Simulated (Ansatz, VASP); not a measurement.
**One calculation of Cs, two programs**

```
Cs
1.0
    -2.90160    2.90160    3.26430
     2.90160   -2.90160    3.26430
     2.90160    2.90160   -3.26430
Cs
1
Direct
  0.00000 0.00000 0.00000
```

Change from the starting cell: strain -0.040 along x and y, +0.080 along z, atoms carried along.

Alike in both runs: task single point; functional PBE; k mesh 12 × 12 × 12; occupations gaussian, width 0.15 eV; no spin polarisation.

|  | VASP | Ansatz |
| --- | --- | --- |
| version | VASP 6.6.1 | Ansatz 0.2.0 |
| potentials or method | VASP PAW PBE potentials, release 64 (Cs_sv) | scalar-relativistic, plane waves, PAW |
| plane-wave cutoff (eV) | 520 | 420 |
| valence electrons in the cell | 9 | 9 |

|  | VASP | Ansatz | Ansatz less VASP |
| --- | --- | --- | --- |
| gap on the k mesh at the Fermi level (eV) | none | none | - |
| pressure (GPa) | 0.1 | 0.1 | +0.01 |

A gap of «none» marks a metal or a gap that the smearing closes.

The runs have no spin-orbit coupling, so splittings on Cs are missing.
